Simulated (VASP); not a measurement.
# ZnSe (Stilleite) (F-43m) in VASP: further runs

Runs on ZnSe (Stilleite). Level: HSE06. Tasks: single point.

Everything below comes from runs of VASP 6.6.1. Logs are shortened: lines on timing, memory, paths and dates and some standing lists are left out, and cuts for length are marked.

## 1. The structure

Symmetry: F-43m, No. 216, cubic system. The conventional cell has a = 5.668 Å, b = 5.668 Å, c = 5.668 Å, α = 90.00°, β = 90.00°, γ = 90.00°. Se (site symmetry -43m) has 4 Zn at 2.45 Å as nearest neighbours. Around Zn (site symmetry -43m) lie 4 Se at 2.45 Å.

## 2. Single point, HSE06

Contents of POSCAR:

```
ZnSe
1.0
    0.0000000000      2.8338000000      2.8338000000
    2.8338000000      0.0000000000      2.8338000000
    2.8338000000      2.8338000000      0.0000000000
Se Zn
1 1
Direct
    0.7500000000      0.7500000000      0.7500000000
    0.0000000000      0.0000000000      0.0000000000
```

Contents of INCAR.step1:

```
PREC = Accurate
ENCUT = 250
EDIFF = 1E-5
ISMEAR = 0
SIGMA = 0.01
LREAL = F
LASPH = T
NELM = 100
ALGO = Normal
ISIF = 2
LWAVE = T
NBANDS = 17
NKRED = 1
GGA = PE
```

Contents of INCAR.step2:

```
PREC = Accurate
ENCUT = 250
EDIFF = 1E-6
ISMEAR = 0
SIGMA = 0.01
LREAL = F
LASPH = T
NELM = 100
ALGO = Normal
ISIF = 2
LWAVE = F
LCHARG = F
GGA = PE
LHFCALC = T
HFSCREEN = 0.2
PRECFOCK = Fast
NBANDS = 17
NKRED = 1
ISTART = 1
```

Contents of KPOINTS:

```
regular mesh
0
Gamma
  3 3 3
```

Potentials or basis: VASP PAW PBE potentials, release 64 (Se, Zn).

On the command line:

```
cat potpaw_PBE.64/Se/POTCAR potpaw_PBE.64/Zn/POTCAR > POTCAR
cp INCAR.step1 INCAR
mpirun -np 1 vasp_std > vasp.out
cp INCAR.step2 INCAR
mpirun -np 1 vasp_std > vasp.out
```

OUTCAR:

```text
PREC = Accurate
   ENCUT = 250
   EDIFF = 1E-6
   ISMEAR = 0
   LREAL = F
   LASPH = T
   NELM = 100
   ISIF = 2
   GGA = PE
   LHFCALC = T
   HFSCREEN = 0.2
   PRECFOCK = Fast
   NKRED = 1
   ISTART = 1

 Found      4 irreducible k-points:

 Following reciprocal coordinates:
            Coordinates               Weight
  0.000000  0.000000  0.000000      1.000000
  0.333333  0.000000  0.000000      8.000000
  0.333333  0.333333  0.000000      6.000000
 -0.333333  0.333333  0.000000     12.000000
   k-points           NKPTS =      4   k-points in BZ     NKDIM =     27   number of bands    NBANDS=     17
   number of dos      NEDOS =    301   number of ions     NIONS =      2
   total plane-waves  NPLWV =  13824
   dimension x,y,z NGX =    24 NGY =   24 NGZ =   24
   dimension x,y,z NGXF=    48 NGYF=   48 NGZF=   48
   ions per type =               1   1
   NGX,Y,Z   is equivalent  to a cutoff of   9.96,  9.96,  9.96 a.u.
   NGXF,Y,Z  is equivalent  to a cutoff of  19.91, 19.91, 19.91 a.u.
 SYSTEM =  unknown system
   PREC   = accura    normal or accurate (medium, high low for compatibility)
   ISTART =      1    job   : 0-new  1-cont  2-samecut
   ICHARG =      0    charge: 1-file 2-atom 10-const
   ISPIN  =      1    spin polarized calculation?
   LNONCOLLINEAR =      F non collinear calculations
   LSORBIT =      F    spin-orbit coupling
   LASPH  =      T    aspherical Exc in radial PAW
   ENCUT  =  250.0 eV  18.37 Ry    4.29 a.u.   5.17  5.17  5.17*2*pi/ulx,y,z
   NELM   =    100;   NELMIN=  2; NELMDL=  0     # of ELM steps
   EDIFF  = 0.1E-05   stopping-criterion for ELM
   LREAL  =      F    real-space projection
   EDIFFG = 0.1E-04   stopping-criterion for IOM
   NSW    =      0    number of steps for IOM
   IBRION =     -1    ionic relax: 0-MD 1-quasi-New 2-CG
   NFREE  =      0    steps in history (QN), initial steepest desc. (CG)
   ISIF   =      2    stress and relaxation
   ISYM   =      3    0-nonsym 1-usesym 2-fastsym
   POTIM  = 0.5000    time-step for ionic-motion
   TEBEG  =    0.0;   TEEND  =   0.0 temperature during run
   PSTRESS=    0.0 pullay stress
   NELECT =      18.0000    total number of electrons
   NUPDOWN=      -1.0000    fix difference up-down
   EMIN   =  10.00;   EMAX   =-10.00  energy-range for DOS
   EFERMI =   0.00;   METHOD = LEGACY
   ISMEAR =     0;   SIGMA  =   0.01  broadening in eV -4-tet -1-fermi 0-gaus
   EFERMI_NEDOS =   21; number of points for ismear=-14 and -15
   IALGO  =     38    algorithm
   IMIX   =      1    mixing-type and parameters
     AMIX     =   0.40;   BMIX     =  1.00
     AMIX_MAG =   1.60;   BMIX_MAG =  1.00
  volume/ion in A,a.u.               =      22.76       153.57
  Fermi-wavevector in a.u.,A,eV,Ry     =   1.201673  2.270834 19.647073  1.444019
  Thomas-Fermi vector in A             =   2.337476
   LORBIT       =      0    0 simple, 1 ext, 2 COOP (PROOUT), +10 PAW based schemes
   GGA     = PE    functional components
   LHFCALC =     T    Hartree Fock is set to
   PRECFOCK=fast      Normal, Fast or Accurate (Low or Medium for compatibility)
   ENCUT4O =  -1.0   cutoff for four orbital integrals eV
   NKREDX  =     1    reduce k-point grid by
   NKREDY  =     1    reduce k-point grid by
   NKREDZ  =     1    reduce k-point grid by
   AEXX    =    0.2500 exact exchange contribution
   HFSCREEN=    0.2000 screening length (either q_TF or 0.3 A-1)
   HFSCREENC=   0.2000 screening length for correlation (either q_TF or 0.3 A-1)
   ENCUTFOCK=  -1.0 apply spherical cutoff to Coloumb kernel
   IVDW    =     0    specifies the selected vdW correction
   LEPSILON=     F    determine dielectric tensor
   LRPA    =     F    only Hartree local field effects (RPA)
 non-spin polarized calculation
 Gauss-broadening in eV      SIGMA  =   0.01
  energy-cutoff  :      250.00
  volume of cell :       45.51
 maximum number of plane-waves:       419
 NGX is ok and might be reduce to    24
  NGX = 12; NGY = 12; NGZ = 12

 number of electron      17.9999993 magnetization

 Free energy of the ion-electron system (eV)
  ---------------------------------------------------
  ext. energy  EPLUGINS =         0.00000000
  ---------------------------------------------------
  free energy    TOTEN  =        -7.17112776 eV

  energy without entropy =       -7.17112776  energy(sigma->0) =       -7.17112776

 E-fermi :   1.0368     XC(G=0):  -7.6875

 val. band max:        0.9869009658   @ k =   0.0000   0.0000   0.0000
 cond. band min:       3.4859093514   @ k =   0.0000   0.0000   0.0000
 fundamental gap:      2.4990083856
 Fermi energy:         1.0367681405

 k-point     1 :       0.0000    0.0000    0.0000
  band No.  band energies     occupation
      1     -13.3297      2.00000
      2      -7.2989      2.00000
      3      -7.2973      2.00000
      4      -7.2973      2.00000
      5      -6.9781      2.00000
      6      -6.9781      2.00000
[... 9 lines left out ...]
     16      13.7324      0.00000
     17      15.3216      0.00000

 k-point     2 :       0.3333    0.0000    0.0000
  band No.  band energies     occupation
      1     -12.7102      2.00000
      2      -7.2334      2.00000
      3      -7.2322      2.00000
      4      -7.0558      2.00000
      5      -6.9722      2.00000
      6      -6.9720      2.00000
[... 9 lines left out ...]
     16      13.3150      0.00000
     17      18.0588      0.00000

 k-point     3 :       0.3333    0.3333    0.0000
  band No.  band energies     occupation
      1     -12.5023      2.00000
      2      -7.1910      2.00000
      3      -7.1469      2.00000
      4      -7.1458      2.00000
      5      -6.9466      2.00000
      6      -6.9434      2.00000
[... 9 lines left out ...]
     16      17.7739      0.00000
     17      19.1553      0.00000

 k-point     4 :      -0.3333    0.3333    0.0000
  band No.  band energies     occupation
      1     -12.2526      2.00000
      2      -7.1846      2.00000
      3      -7.1412      2.00000
      4      -7.0146      2.00000
      5      -6.9697      2.00000
      6      -6.6846      2.00000
[... 9 lines left out ...]
     16      18.0574      0.00000
     17      18.6955      0.00000

------------------------ aborting loop because EDIFF is reached ----------------------------------------

  FORCE on cell =-STRESS in cart. coord.  units (eV):
  Direction    XX          YY          ZZ          XY          YZ          ZX
  --------------------------------------------------------------------------------------
  -------------------------------------------------------------------------------------
  Total       -0.3292768     -0.3292768     -0.3292768      0.0000000      0.0000000      0.0000000
  in kB      -11.5913523    -11.5913523    -11.5913523      0.0000000      0.0000000      0.0000000
  external PRESSURE =     -11.5913523 kB  Pullay stress =       0.0000000 kB

 VOLUME and BASIS-vectors are now :
 -----------------------------------------------------------------------------
  energy-cutoff  :      250.00
  volume of cell :       45.51
      direct lattice vectors                 reciprocal lattice vectors
     0.000000000  2.833800000  2.833800000    -0.176441527  0.176441527  0.176441527
     2.833800000  0.000000000  2.833800000     0.176441527 -0.176441527  0.176441527
     2.833800000  2.833800000  0.000000000     0.176441527  0.176441527 -0.176441527

 POSITION                                       TOTAL-FORCE (eV/Angst)
 -----------------------------------------------------------------------------------
      4.25070      4.25070      4.25070         0.000000      0.000000      0.000000
      0.00000      0.00000      0.00000        -0.000000     -0.000000     -0.000000
 -----------------------------------------------------------------------------------
    total drift:                               -0.000269     -0.000141     -0.000136

  FREE ENERGIE OF THE ION-ELECTRON SYSTEM (eV)
  ---------------------------------------------------
  free  energy   TOTEN  =        -7.1711277607 eV

  energy  without entropy=       -7.1711277607  energy(sigma->0) =       -7.17112776
```

OUTCAR.step1:

```text
PREC = Accurate
   ENCUT = 250
   EDIFF = 1E-5
   ISMEAR = 0
   LREAL = F
   LASPH = T
[... 188 lines left out ...]
 -----------------------------------------------------------------------------------
      4.25070      4.25070      4.25070        -0.000000     -0.000000     -0.000000
      0.00000      0.00000      0.00000         0.000000      0.000000      0.000000
 -----------------------------------------------------------------------------------
    total drift:                                0.000007      0.000007      0.000006

  FREE ENERGIE OF THE ION-ELECTRON SYSTEM (eV)
  ---------------------------------------------------
  free  energy   TOTEN  =        -5.7164246718 eV

  energy  without entropy=       -5.7164246718  energy(sigma->0) =       -5.71642467
```

OSZICAR.step1:

```text
N       E                     dE             d eps       ncg     rms          rms(c)
DAV:   1     0.619475665757E+02    0.61948E+02   -0.55656E+03   136   0.676E+02
DAV:   2    -0.313535080041E+01   -0.65083E+02   -0.62026E+02   154   0.167E+02
DAV:   3    -0.605624597516E+01   -0.29209E+01   -0.29139E+01   155   0.385E+01
DAV:   4    -0.606974370365E+01   -0.13498E-01   -0.13497E-01   183   0.283E+00
DAV:   5    -0.606979138998E+01   -0.47686E-04   -0.47686E-04   157   0.149E-01    0.463E+00
DAV:   6    -0.573589914516E+01    0.33389E+00   -0.58044E-01   181   0.217E+01    0.348E+00
DAV:   7    -0.571455156564E+01    0.21348E-01   -0.19792E-01   158   0.273E+00    0.157E+00
DAV:   8    -0.571563179500E+01   -0.10802E-02   -0.63426E-03   148   0.534E-01    0.487E-01
DAV:   9    -0.571628452513E+01   -0.65273E-03   -0.94956E-04   148   0.358E-01    0.742E-02
DAV:  10    -0.571638983071E+01   -0.10531E-03   -0.17851E-04   173   0.201E-01    0.246E-02
DAV:  11    -0.571642406142E+01   -0.34231E-04   -0.71083E-05   148   0.825E-02    0.675E-03
DAV:  12    -0.571642467180E+01   -0.61039E-06   -0.48806E-06   117   0.146E-02
   1 F= -.57164247E+01 E0= -.57164247E+01  d E =-.649766E-58
```

It took 20 s on 1 thread of AMD EPYC 9R45 (Zen 5), shared host; peak memory 0.2 GiB.

The run converged, but a check on its numbers failed (symmetry, net force, bounds or a known fault of this set-up), so they aren't taken as properties of the crystal.

Caveat: the k mesh is coarse (spacing up to 0.64 Å⁻¹), so the values aren't converged, least of all with exact exchange; the cutoff lies under the usual one of these potentials, so the numbers hold a large basis-set error; the PAW data sets were made with another functional, which shifts forces and pressure a little.

## 3. Single point, HSE06

POSCAR is that of step 2.

Edit INCAR.step1 of step 2 so:

```diff
@@ -1,3 +1,3 @@
 PREC = Accurate
-ENCUT = 250
+ENCUT = 300
 EDIFF = 1E-5
```

Edit INCAR.step2 of step 2 so:

```diff
@@ -1,3 +1,3 @@
 PREC = Accurate
-ENCUT = 250
+ENCUT = 300
 EDIFF = 1E-6
```

KPOINTS is that of step 2.

Potentials or basis: VASP PAW PBE potentials, release 64 (Se, Zn).

On the command line:

```
cat potpaw_PBE.64/Se/POTCAR potpaw_PBE.64/Zn/POTCAR > POTCAR
cp INCAR.step1 INCAR
mpirun -np 1 vasp_std > vasp.out
cp INCAR.step2 INCAR
mpirun -np 1 vasp_std > vasp.out
```

It took 25 s on 1 thread of AMD EPYC 9R45 (Zen 5), shared host; peak memory 0.21 GiB.

These settings aren't checked as converged: the numbers below hold their error.

Results:

```yaml
Free_energy: -7.2051 eV
Band_gap_on_the_k_mesh: 2.50 eV, direct
```

Caveat: the k mesh is coarse (spacing up to 0.64 Å⁻¹), so the values aren't converged, least of all with exact exchange; the cutoff is under 1.25 times the usual one of these potentials, so pressure, stress and relaxed cells hold a basis-set (Pulay) error; the PAW data sets were made with another functional, which shifts forces and pressure a little.

## 4. Single point, HSE06

POSCAR is that of step 3.

Edit INCAR.step1 of step 3 so:

```diff
@@ -1,3 +1,3 @@
 PREC = Accurate
-ENCUT = 300
+ENCUT = 400
 EDIFF = 1E-5
```

Edit INCAR.step2 of step 3 so:

```diff
@@ -1,3 +1,3 @@
 PREC = Accurate
-ENCUT = 300
+ENCUT = 400
 EDIFF = 1E-6
```

KPOINTS is that of step 3.

On the command line:

```
cat potpaw_PBE.64/Se/POTCAR potpaw_PBE.64/Zn/POTCAR > POTCAR
cp INCAR.step1 INCAR
mpirun -np 1 vasp_std > vasp.out
cp INCAR.step2 INCAR
mpirun -np 1 vasp_std > vasp.out
```

It took 33 s on 1 thread of AMD EPYC 9R45 (Zen 5), shared host; peak memory 0.23 GiB.

The run converged, but some of its settings lie outside the range that counts as converged, so its numbers aren't taken as properties of the crystal.

What came out:

| Item | Value |
| --- | --- |
| Free energy | -7.2099 eV |
| Pressure | 2.1 GPa |
| Band gap on the k mesh | 2.50 eV, direct |

Caveat: the k mesh is coarse (spacing up to 0.64 Å⁻¹), so the values aren't converged, least of all with exact exchange; the PAW data sets were made with another functional, which shifts forces and pressure a little.

## 5. Single point, HSE06

POSCAR is that of step 4.

Edit INCAR.step1 of step 4 so:

```diff
@@ -1,3 +1,3 @@
 PREC = Accurate
-ENCUT = 400
+ENCUT = 350
 EDIFF = 1E-5
```

Edit INCAR.step2 of step 4 so:

```diff
@@ -1,3 +1,3 @@
 PREC = Accurate
-ENCUT = 400
+ENCUT = 350
 EDIFF = 1E-6
```

Contents of KPOINTS:

```
regular mesh
0
Gamma
  4 4 4
```

On the command line:

```
cat potpaw_PBE.64/Se/POTCAR potpaw_PBE.64/Zn/POTCAR > POTCAR
cp INCAR.step1 INCAR
mpirun -np 1 vasp_std > vasp.out
cp INCAR.step2 INCAR
mpirun -np 1 vasp_std > vasp.out
```

It took 85 s on 1 thread of AMD EPYC 9R45 (Zen 5), shared host; peak memory 0.21 GiB.

The run converged, but some of its settings lie outside the range that counts as converged, so its numbers aren't taken as properties of the crystal.

What came out:

```yaml
Free_energy: -7.3891 eV
Pressure: 1.1 GPa
Band_gap_on_the_k_mesh: 2.44 eV, direct
```

Caveat: the k mesh is coarse (spacing up to 0.48 Å⁻¹), so the values aren't converged, least of all with exact exchange; the PAW data sets were made with another functional, which shifts forces and pressure a little.

## 6. The reference run

An earlier run on the cell as given: functional PBE; potentials or basis VASP PAW PBE potentials, release 64 (Se, Zn); cutoff 520 eV; k mesh 8 × 8 × 8; occupations fermi-dirac, width 0.05 eV; no spin polarisation.

- Pressure: 2.3 GPa
- Band gap on the k mesh: 1.29 eV, direct
